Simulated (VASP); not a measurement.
Consider the following.

```
NaBr
1.0
    0.00000     2.96009     2.96009
    2.96009     0.00000     2.96009
    2.96009     2.96009     0.00000
Na Br
1 1
Cartesian
  0.00000   0.00000   0.00000
  2.96009   2.96009   2.96009
```

These are PBEsol GGA, VASP's PBE PAW potentials (set 64) (plane waves; VASP 6.6.1) values and carry that method's errors. Settings: 530 eV cut-off, 7×7×7 Γ-centred mesh, Gaussian smearing of 0.050 eV, potentials Na_pv Br.

Give the elastic stiffness tensor with the ions relaxed (GPa, in the frame of the cell).

```csv
,xx,yy,zz,yz,xz,xy
xx,47.1,9.7,9.7,0.0,0.0,0.0
yy,9.7,47.1,9.7,0.0,0.0,0.0
zz,9.7,9.7,47.1,0.0,0.0,0.0
yz,0.0,0.0,0.0,9.4,0.0,0.0
xz,0.0,0.0,0.0,0.0,9.4,0.0
xy,0.0,0.0,0.0,0.0,0.0,9.4
```

Estimate the Hill bulk modulus, Hill shear modulus, Young's modulus, Poisson's ratio.

The Hill bulk modulus is 22.1 GPa. The Hill shear modulus is 12.5 GPa and the Young's modulus comes out as 31.5 GPa. The Poisson's ratio is 0.263.

The compound is NaBr in the rock salt structure. It was relaxed first.
